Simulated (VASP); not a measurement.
**RbBr: dielectric tensor with PBEsol**

The system is RbBr.

```
CELL_PARAMETERS angstrom
0.00000 3.42565 3.42565
3.42565 0.00000 3.42565
3.42565 3.42565 0.00000
ATOMIC_POSITIONS crystal
Rb 0.00000 0.00000 0.00000
Br 0.50000 0.50000 0.50000
```

```json
{
 "Program": "VASP 6.6.1",
 "Task": "dielectric tensor",
 "Functional": "PBEsol",
 "Potentials or basis": "VASP PAW PBE potentials, release 64 (Rb_sv, Br)",
 "Cutoff": "600 eV",
 "k mesh": "12 × 12 × 12",
 "Occupations": "gaussian, width 0.03 eV",
 "Spin": "no spin polarisation",
 "Monkhorst-Pack mesh": "yes",
 "Further INCAR settings": "ALGO = Normal; EDIFF = 1e-08"
}
```

| Property | Result |
| --- | --- |
| Electronic dielectric tensor (diagonal) | 2.58 |
| Born charges (mean of the diagonal) | Rb +1.16; Br -1.16 e |

Levels at points of the mesh, in eV from the valence-band top:
| k point | band 5 | band 6 | band 7 | band 8 | band 9 | band 10 | band 11 | band 12 |
| --- | --- | --- | --- | --- | --- | --- | --- | --- |
| (0.04, 0.04, 0.04) | -8.43 | -0.02 | 0.00 | 0.00 | 4.27 | 7.19 | 7.23 | 7.23 |

Electronic dielectric tensor:
```
2.58 0.00 0.00
0.00 2.58 0.00
0.00 0.00 2.58
```

Born effective charge tensors (e):
atom 1, Rb
```
1.16 0.00 0.00
0.00 1.16 0.00
0.00 0.00 1.16
```
atom 2, Br
```
-1.16  0.00  0.00
 0.00 -1.16  0.00
 0.00  0.00 -1.16
```

Run time: 77 min on 1 thread of Intel(R) Xeon(R) Platinum 8488C (Sapphire Rapids), on a shared host, peak memory 1.4 GiB.
